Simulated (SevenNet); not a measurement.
Rutile RuO2

Level of theory: the machine-learned potential SevenNet-0 (trained on PBE and PBE+U data).

Cell (relaxed at this level):

```
RuO2
1.0
    4.54783     0.00000     0.00000
    0.00000     4.54783     0.00000
    0.00000     0.00000     3.13369
Ru O
2 4
Direct
  0.00000   0.00000   0.00000
  0.50000   0.50000   0.50000
  0.30537   0.30537   0.00000
  0.80537   0.19463   0.50000
  0.19463   0.80537   0.50000
  0.69463   0.69463   0.00000
```

```
Quantity                          Value
------------------------------  -------
equilibrium lattice constant a  4.548 Å
lattice parameter c             3.134 Å
```

Measured, for comparison: lattice constant a 4.497 Å, lattice parameter c 3.105 Å (room temperature, no zero-point or thermal correction; as tabulated in Hiroi (2015), arXiv:1503.02262). Computed (rounded) less measured: lattice constant a +1.1 %, lattice parameter c +0.9 %.

A machine-learned potential is trained on density-functional data: it inherits that level's misses and adds fitting errors of its own.
